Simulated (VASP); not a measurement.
# Te2Pt in VASP: further runs, part 2 of 2

VASP 6.6.1. Earlier steps stand in the parts before.

## Step 3: Relaxation of cell and atoms, PBE+D3(BJ)

This run uses another cell than the first one, of 93.77 Å³/atom, 0.981 times its volume.

Contents of INCAR:

```
PREC = Accurate
ENCUT = 600
EDIFF = 1E-7
ISMEAR = 0
SIGMA = 0.03
LREAL = False
LASPH = True
NELM = 80
ALGO = Normal
ISIF = 3
LWAVE = False
LCHARG = False
GGA = PE
IVDW = 12
IBRION = 2
NSW = 90
EDIFFG = -0.005
LATTICE_CONSTRAINTS = .TRUE. .TRUE. .FALSE.
```

Contents of KPOINTS:

```
Automatic mesh
0
Gamma
  9 9 1
```

Contents of POSCAR:

```
Te2Pt                                   
1.0
    3.9709726310      0.0000000000      0.0000000000
   -1.9854863155      3.4389631770      0.0000000000
    0.0000000000      0.0000000000     20.6005000000
  Te              Pt            
     2     1
Direct
     0.6666666699999979    0.3333333300000021    0.4316785320576616
     0.3333333300000021    0.6666666699999979    0.5683214679423385
     0.0000000000000000    0.0000000000000000    0.5000000000000000
```

Potentials or basis: VASP PAW PBE potentials, release 64 (Te, Pt).

Started as:

```bash
$ cat potpaw_PBE.64/Te/POTCAR potpaw_PBE.64/Pt/POTCAR > POTCAR
$ mpirun -np 1 vasp_std > vasp.out
```

OUTCAR:

```text
PREC = Accurate
   ENCUT = 600
   EDIFF = 1E-7
   ISMEAR = 0
   LREAL = False
   LASPH = True
   NELM = 80
   ISIF = 3
   GGA = PE
   IVDW = 12
   IBRION = 2
   NSW = 90
   EDIFFG = -0.005
 IVDW          = 12

 ion  position               nearest neighbor table
   1  0.667  0.333  0.432-   3 2.69   3 2.69   3 2.69   2 3.63   2 3.63   2 3.63
   2  0.333  0.667  0.568-   3 2.69   3 2.69   3 2.69   1 3.63   1 3.63   1 3.63
   3  0.000  0.000  0.500-   1 2.69   2 2.69   1 2.69   2 2.69   1 2.69   2 2.69

  LATTYP: Found a hexagonal cell.
 ALAT       =     3.9709726310
 C/A-ratio  =     5.1877718419

  Lattice vectors:

 A1 = (   3.9709726310,   0.0000000000,   0.0000000000)
 A2 = (  -1.9854863155,   3.4389631770,   0.0000000000)
 A3 = (   0.0000000000,   0.0000000000,  20.6005000000)

Analysis of symmetry for initial positions (statically):
=====================================================================
 Subroutine PRICEL returns:
 Original cell was already a primitive cell.

 Routine SETGRP: Setting up the symmetry group for a
 hexagonal supercell.

 Subroutine GETGRP returns: Found 12 space group operations
 (whereof 12 operations were pure point group operations)
 out of a pool of 24 trial point group operations.

The static configuration has the point symmetry D_3d.

Analysis of symmetry for dynamics (positions and initial velocities):
=====================================================================
 Subroutine PRICEL returns:
 Original cell was already a primitive cell.

 Routine SETGRP: Setting up the symmetry group for a
 hexagonal supercell.

 Subroutine GETGRP returns: Found 12 space group operations
 (whereof 12 operations were pure point group operations)
 out of a pool of 24 trial point group operations.

The dynamic configuration has the point symmetry D_3d.

 Subroutine INISYM returns: Found 12 space group operations
 (whereof 12 operations are pure point group operations),
 and found     1 'primitive' translations

[... 116 lines left out ...]
 Gauss-broadening in eV      SIGMA  =   0.03
  energy-cutoff  :      600.00
  volume of cell :      281.32
 maximum number of plane-waves:      9456
 NGX is ok and might be reduce to    32
   NGX = 15   NGY = 15   NGZ = 83

 number of electron      21.9999999 magnetization

 Free energy of the ion-electron system (eV)
  ---------------------------------------------------
  ext. energy  EPLUGINS =         0.00000000
  ---------------------------------------------------
  free energy    TOTEN  =       -13.47564925 eV

  energy without entropy =      -13.47564925  energy(sigma->0) =      -13.47564925

 E-fermi :  -1.1189     XC(G=0):  -3.4396

 val. band max:       -1.2862995355   @ k =   0.0000   0.0000   0.0000
 cond. band min:      -0.6159258322   @ k =   0.2222   0.2222   0.0000
 fundamental gap:      0.6703737032
 Fermi energy:        -1.1189365129

 k-point     1 :       0.0000    0.0000    0.0000
  band No.  band energies     occupation
      1     -14.2629      2.00000
      2     -12.2999      2.00000
      3      -6.5358      2.00000
      4      -6.4462      2.00000
      5      -6.4462      2.00000
      6      -4.7275      2.00000
      7      -4.7275      2.00000
      8      -3.3316      2.00000
      9      -2.0945      2.00000
     10      -1.2863      2.00000
     11      -1.2863      2.00000
     12       1.0661      0.00000
     13       1.0661      0.00000
     14       2.4561      0.00000
[... 185 lines left out ...]
      2     -12.3431      2.00000
      3      -6.9924      2.00000
      4      -6.3822      2.00000
      5      -6.3822      2.00000
      6      -5.0631      2.00000
      7      -5.0631      2.00000
      8      -4.4833      2.00000
      9      -3.9298      2.00000
     10      -3.0190      2.00000
     11      -3.0190      2.00000
     12      -0.3043      0.00000
     13      -0.3043      0.00000
     14       3.0085      0.00000
     15       5.1742      0.00000

------------------------ aborting loop because EDIFF is reached ----------------------------------------

 Edisp (eV)   -1.03947

 E8    (eV) :    -0.5071

  FORCE on cell =-STRESS in cart. coord.  units (eV):
  Direction    XX          YY          ZZ          XY          YZ          ZX
  --------------------------------------------------------------------------------------
  -------------------------------------------------------------------------------------
  Total      -0.00071    -0.00071    -0.00826    -0.00000     0.00000     0.00000
  in kB      -0.00406    -0.00406    -0.04707    -0.00000     0.00000     0.00000
  external pressure =       -0.02 kB  Pullay stress =        0.00 kB

 VOLUME and BASIS-vectors are now :
 -----------------------------------------------------------------------------
  energy-cutoff  :      600.00
  volume of cell :      281.32
      direct lattice vectors                 reciprocal lattice vectors
     3.970972631  0.000000000  0.000000000     0.251827472  0.145392659  0.000000000
    -1.985486315  3.438963177  0.000000000     0.000000000  0.290785318  0.000000000
     0.000000000  0.000000000 20.600500000     0.000000000  0.000000000  0.048542511

 POSITION                                       TOTAL-FORCE (eV/Angst)
 -----------------------------------------------------------------------------------
      1.98549      1.14632      8.89279         0.000000     -0.000000     -0.001714
     -0.00000      2.29264     11.70771        -0.000000      0.000000      0.001714
      0.00000      0.00000     10.30025         0.000000      0.000000      0.000000
 -----------------------------------------------------------------------------------
    total drift:                                0.000000      0.000000     -0.000000

  FREE ENERGIE OF THE ION-ELECTRON SYSTEM (eV)
  ---------------------------------------------------
  free  energy   TOTEN  =       -14.5151165192 eV

  energy  without entropy=      -14.5151165192  energy(sigma->0) =      -14.51511652

 reached required accuracy - stopping structural energy minimisation
```

CONTCAR:

```text
Te2Pt
   1.00000000000000
     3.9709726310000000    0.0000000000000000    0.0000000000000000
    -1.9854863155000000    3.4389631770000002    0.0000000000000000
     0.0000000000000000    0.0000000000000000   20.6005000000000003
  Te              Pt
     2     1
Direct
     0.6666666699999979    0.3333333300000021    0.4316785320576599
     0.3333333300000021    0.6666666699999979    0.5683214679423401
     0.0000000000000000    0.0000000000000000    0.5000000000000000

  0.00000000E+00  0.00000000E+00  0.00000000E+00
  0.00000000E+00  0.00000000E+00  0.00000000E+00
  0.00000000E+00  0.00000000E+00  0.00000000E+00
```

Wall time 76 s (1 thread of Intel Xeon 6975P-C (Granite Rapids), shared host); peak memory 0.44 GiB.

What came out:

```
Free energy                : -14.5151 eV
Band gap on the k mesh     : 0.67 eV, indirect (least direct gap 1.16 eV)
Dispersion energy per atom : -0.346 eV
```

Final structure:
```xyz
3
Lattice="3.9710 0.0000 0.0000 -1.9855 3.4390 0.0000 0.0000 0.0000 20.6005" Properties=species:S:1:pos:R:3 pbc="T T T"
Te    1.9855    1.1463    8.8928
Te    0.0000    2.2926   11.7077
Pt    0.0000    0.0000   10.3003
```

Caveat: the relaxation stopped at its first step, so nothing moved; spin-orbit coupling is left out, which moves the levels of the heavy elements. A hybrid or GW would open this gap; PBE tends to underestimate it.
